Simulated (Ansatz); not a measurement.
## InSb: the change of energy less free atoms and pressure with volume per atom

All results are calculated (Ansatz 0.2.0). Periodic Kohn-Sham DFT of a crystal at fixed atoms; pressure and stress are positive in compression; the energy is the free energy less that of spherical unpolarised free atoms; site moments are those in the method's own spheres, positive along +z.

Cell of the first row (space group F-43m, No. 216):
```
cell vectors (Å)
   0.0000     3.1730     3.1730
   3.1730     0.0000     3.1730
   3.1730     3.1730     0.0000
atoms (fractions of the cell vectors)
In  0.00000  0.00000  0.00000
Sb  0.75000  0.75000  0.75000
```

Settings of every row: method all-electron LAPW; functional LDA; relativity scalar; k mesh 10x10x10; filling fermi-dirac; smearing width 0.03 eV; basis error target 0.25 meV/atom; nucleus gaussian.

Atom start moment: 0 on all atoms.

Limits: no spin-orbit coupling on heavy atoms.

| row | volume per atom (Å³) | energy less free atoms (eV/atom) | pressure (GPa) |
| --- | --- | --- | --- |
| 1 | 31.945 | -4.0858 | 2.568 |
| 2 | 31.962 | -4.0861 | 2.537 |
| 3 | 32.625 | ? | ? |
| 4 | 33.304 | -4.0978 | 0.348 |
| 5 | 33.644 | -4.098 | -0.13 |
| 6 | 33.984 | -4.0973 | -0.58 |
| 7 | 34.324 | -4.0956 | -1.004 |
| 8 | 34.664 | -4.093 | -1.404 |
| 9 | 35.343 | -4.0855 | -2.135 |
| 10 | 36.023 | -4.075 | -2.784 |

Question: what energy less free atoms and pressure should row 3 give?

Worked fit of energy less free atoms. Take u = (V_r/V)^(2/3) − 1 with V_r = 33.984 Å³ an atom, which is twice the finite (Eulerian) strain; such expansions in the strain, on which the Birch-Murnaghan equation of state is built, carry the rest volume and the bulk modulus. The shown rows have u = 0.04211, 0.04174, 0.01357, 0.00673, 0, -0.00661, -0.01312, -0.0258, -0.0381. Least squares give energy less free atoms = −4.09727 − 0.1842 × u + 10.662 × u² + 4.1 × u³ eV/atom; a parabola predicts inner rows, each left out in turn, worse (root mean square 6.1e-05 against 3e-05 eV/atom). All shown rows lie on it to the printed digit. Its lowest point lies at u = 0.0086, or V = 33.55 Å³ an atom, and the curvature there gives the bulk modulus at fixed shape and fractions, B = (4/9)(1 + u)² E″(u)/V = 46.5 GPa. The withheld row has u = 0.02758, so the fit gives −4.09727 − 0.1842 × (0.02758) + 10.662 × (0.02758)² + 4.1 × (0.02758)³ = -4.0942 eV/atom.

The calculation gave -4.0941 eV/atom. The fit lies 0.0001 eV/atom (0.43 % of the column's range) below it, one unit of the last digit.

Worked fit of pressure. Take u = (V_r/V)^(2/3) − 1 with V_r = 33.984 Å³ an atom, which is twice the finite (Eulerian) strain; such expansions in the strain, on which the Birch-Murnaghan equation of state is built, carry the rest volume and the bulk modulus. The shown rows have u = 0.04211, 0.04174, 0.01357, 0.00673, 0, -0.00661, -0.01312, -0.0258, -0.0381. Least squares give pressure = −0.5802 + 65.514 × u + 210.01 × u² + 229 × u³ GPa; a parabola predicts inner rows, each left out in turn, worse (root mean square 0.0033 against 0.00033 GPa). All shown rows lie on it to the printed digit. The pressure vanishes at u = 0.0086, or V = 33.55 Å³ an atom, and there the bulk modulus at fixed shape and fractions is B = −V dP/dV = (2/3)(1 + u) dP/du = 46.5 GPa. The withheld row has u = 0.02758, so the fit gives −0.5802 + 65.514 × (0.02758) + 210.01 × (0.02758)² + 229 × (0.02758)³ = 1.391 GPa.

The calculation gave 1.393 GPa. The fit lies 0.002 GPa (0.037 % of the column's range) below it; its largest miss of a shown row is 0.000 GPa.
